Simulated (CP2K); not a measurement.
**ZnO (zincite) in CP2K: the effect of functional**

The system is ZnO (zincite).

```xyz
4
Lattice="3.2493 0.0000 0.0000 -1.6247 2.8140 0.0000 0.0000 0.0000 5.2057" Properties=species:S:1:pos:R:3 pbc="T T T"
Zn    1.6247    0.9380    0.0000
Zn    0.0000    1.8760    2.6029
O     0.0000    1.8760    4.5759
O     1.6247    0.9380    1.9730
```

Alike in all runs:

| Property | Result |
| --- | --- |
| Program | CP2K 2026.2 |
| Task | band structure |
| Density cutoff | 8163 eV |
| k mesh | 7 × 7 × 4 |
| Occupations | fermi-dirac, width 0.05 eV |
| Spin | no spin polarisation |

```tsv
functional	potentials or basis	gap on the mesh (eV)	pressure (GPa)
LDA	GTH_POTENTIALS Zn GTH-PADE-q12, O GTH-PADE-q6; TZVP-MOLOPT-PBE-GTH basis	0.70	-5.5
PBE	POTENTIAL_UZH Zn GTH-PBE-q12, O GTH-PBE-q6; TZVP-MOLOPT-PBE-GTH basis	0.80	6.2
PBEsol	POTENTIAL_UZH Zn GTH-PBE-q12, O GTH-PBE-q6; TZVP-MOLOPT-PBE-GTH basis	?	?
```

Problem. What does the run with functional PBEsol give?

Solution. gap on the mesh 0.61 eV; pressure 0.4 GPa.

Caveats: the basis of atomic orbitals isn't converged, which shifts pressures, moduli and gaps; the potentials were made for another functional, which shifts forces and pressure (some runs).

